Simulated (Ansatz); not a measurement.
An Ansatz run on MgO in the CsCl-type structure left the output below. The geometry is the r2SCAN minimum.

The cell given to it:
```
CELL_PARAMETERS angstrom
2.62335 0.00000 0.00000
0.00000 2.62335 0.00000
0.00000 0.00000 2.62335
ATOMIC_POSITIONS crystal
Mg 0.00000 0.00000 0.00000
O 0.50000 0.50000 0.50000
```

Abridged output:
```
Functional definition: PBE
  parameter kappa = 0.804
  parameter beta = 0.06672455060314922
  exchange = pbe_x(kappa = kappa, mu = beta*pi^2/3)
  correlation = pbe_c(beta = beta)
Crystal: 2 atoms, lattice volume = 18.054 Å³
Basis set: ecut = 420 eV, 365 PW (Γ)
Bands: 12, of which v1, the nominal top of the filled ones, is band 8 counted from 1 (7 counted from 0)
Symmetry: 48 space group operations
Space group: Pm-3m (ITA 221)
k-points: 20 of 216
SCF converged after 6 iterations
Free energy (F): -2492.618905 eV
Fermi energy:    10.244382 eV
--- Per-component energies (eV) ---
  E_band       = -286.072610
  E_kinetic    = 255.417632
  E_local      = -1538.371365
  E_nonlocal   = 142.891340
  E_hartree    = 526.011862
  E_xc         = -105.194543
  E_vxc        = -134.825837
  E_paw        = -450.232148
  E_vpaw       = -63.209171
  E_ewald      = -1323.144133
--- Band table (eV; the first three rows and the last of 20) ---
  k-point 0: bands = […, -31.1981, -31.1981, -8.3359, 9.2283, 9.2283, 9.2283, 12.8817, 20.7306, 20.7306, 30.7428]
  k-point 1: bands = […, -31.1950, -31.1950, -8.0600, 7.3210, 9.3366, 9.3366, 14.2187, 21.1808, 21.3087, 30.2551]
  k-point 2: bands = […, -31.1888, -31.1888, -7.4308, 4.7712, 9.5623, 9.5623, 16.1004, 20.8028, 22.9916, 29.0800]
  k-point 19: bands = […, -31.2958, -31.2958, -5.3493, 6.5766, 6.5766, 6.5766, 17.8104, 17.8104, 17.8104, 26.7271]
--- G₀W₀: contour deformation, 7 samples at zero and on the imaginary axis and 2 off it, 216 q-points, 133 empty bands' worth ---
    ik  band        ε_KS         Σx   Σc(E_QP)       V_xc       Z   E_QP_lin       E_QP  E_QP is
     0     7      9.2283   -25.8245     4.1162   -20.4472  0.7684     7.9474     7.9674  root
     0     8      9.2283   -25.8245     4.1162   -20.4472  0.7684     7.9474     7.9674  root
     0     9     12.8817   -10.9048    -3.7003   -15.4325  0.8306    13.7138    13.7091  root
     0    10     20.7306    -3.8982    -4.8597    -9.4719  0.8317    21.4495    21.4446  root
     3     7      9.6821   -26.1314     4.0818   -20.8242  0.7693     8.4386     8.4567  root
     3     8      9.6821   -26.1314     4.0818   -20.8242  0.7693     8.4386     8.4567  root
     3     9     17.3768    -8.7180    -4.5179   -14.2146  0.8245    18.3649    18.3555  root
     3    10     19.8045   -11.6115    -5.3854   -18.4092  0.7744    21.2499    21.2168  root
     6     7      8.3968   -25.0102     4.2389   -19.4284  0.7647     7.0275     7.0539  root
     6     8      9.8151   -26.2551     4.0637   -20.9815  0.7696     8.5877     8.6052  root
     6     9     18.5210    -9.1863    -4.7070   -14.9595  0.8129    19.6002    19.5871  root
     6    10     18.9706   -10.0360    -5.0104   -16.2942  0.7958    20.2394    20.2184  root
     7     7      6.2182   -23.7936     4.7329   -17.5909  0.7449     4.7004     4.7484  root
     7     8      9.9559   -26.3951     4.0429   -21.1593  0.7700     8.7463     8.7630  root
     7     9     17.3006    -9.0580    -4.5266   -14.6397  0.8169    18.3671    18.3557  root
     7    10     19.9545    -7.1451    -5.0364   -13.1648  0.8091    20.9497    20.9377  root
     8     7      6.3826   -24.0012     4.6945   -17.8435  0.7473     4.8747     4.9194  root
     8     8     10.0958   -26.5330     4.0258   -21.3314  0.7702     8.9041     8.9201  root
     8     9     16.5444    -7.0613    -4.4635   -12.4162  0.8330    17.4431    17.4358  root
     8    10     20.6387    -8.8857    -5.2321   -15.2654  0.7925    21.8051    21.7862  root
     9     7      5.5061   -23.6354     4.9165   -17.2307  0.7368     3.9661     4.0179  root
     9     8     10.2444   -26.6912     4.0067   -21.5275  0.7705     9.0722     9.0874  root
     9     9     15.2586    -6.0133    -4.3454   -11.1236  0.8450    16.0283    16.0235  root
     9    10     22.5631    -9.2490    -5.9869   -16.4845  0.7534    23.8282    23.8117  root
    10     7      8.1799   -24.7627     4.2836   -19.1133  0.7631     6.7858     6.8141  root
    10     8      8.1799   -24.7627     4.2836   -19.1133  0.7631     6.7858     6.8141  root
    10     9     16.2594   -12.5541    -4.0759   -17.7488  0.8055    17.3900    17.3782  root
    10    10     21.7149    -6.2874    -5.2593   -12.5068  0.7990    22.6874    22.6749  root
    12     7      8.4058   -24.9927     4.1940   -19.4614  0.7658     7.0428     7.0685  root
    12     8      8.7612   -25.3703     4.2582   -19.7921  0.7646     7.4168     7.4413  root
    12     9     18.7860   -10.0954    -4.9337   -16.2692  0.7983    20.0457    20.0260  root
    12    10     19.4346    -9.6385    -4.9117   -15.6979  0.8009    20.5994    20.5823  root
    17     7      6.9765   -24.3485     4.5680   -18.3449  0.7535     5.5029     5.5409  root
    17     8      7.2328   -24.4801     4.5922   -18.4607  0.7531     5.7693     5.8056  root
    17     9     17.6537    -7.4661    -4.5943   -13.0335  0.8261    18.6365    18.6268  root
    17    10     18.7067    -5.6739    -4.7528   -11.3002  0.8293    19.5887    19.5801  root
  […]
```

The points are ik 0 = (0, 0, 0) (Γ), ik 3 = (0, 0, -1/2) (X), ik 6 = (0, 1/6, -1/2), ik 7 = (0, 1/3, 1/3), ik 8 = (0, 1/3, -1/2), ik 9 = (0, -1/2, -1/2) (M), ik 10 = (1/6, 1/6, 1/6), ik 12 = (1/6, 1/6, -1/2), ik 17 = (1/3, 1/3, -1/2), ik 19 = (-1/2, -1/2, -1/2) (R); band 8 is the last filled one.

Problem. Write the input file that gave this output.

Solution.
```yaml
crystal:
  # lattice and atoms as above
kpoints:
  mp_grid: { grid: [6, 6, 6] }
hamiltonian:
  xc: pbe
scf:
  occupations: { method: fixed }
gw:
  n_empty_bands: 133
  ecut_chi: 220
  qp_bands: [v2, c2]
  qp_kpoints: band_edges
  screening: { model: contour_deformation }
```
The quasiparticle table needs the gw block. This is the file that was run; thresholds and some counts can't be read off the log exactly.

Command: `ansatz run input.yaml --threads 4 --pin off --max-ram 7372MiB --backend cpu --events-out ev --progress --plain --runs-dir out`. Wall time 30 s on 4 threads of Arm Neoverse N1 (shared host), load about 0.9 per core; peak host memory 0.39 GiB.

No spin polarisation and no zero-point or thermal motion; the cell was built from a prototype and may be hypothetical.
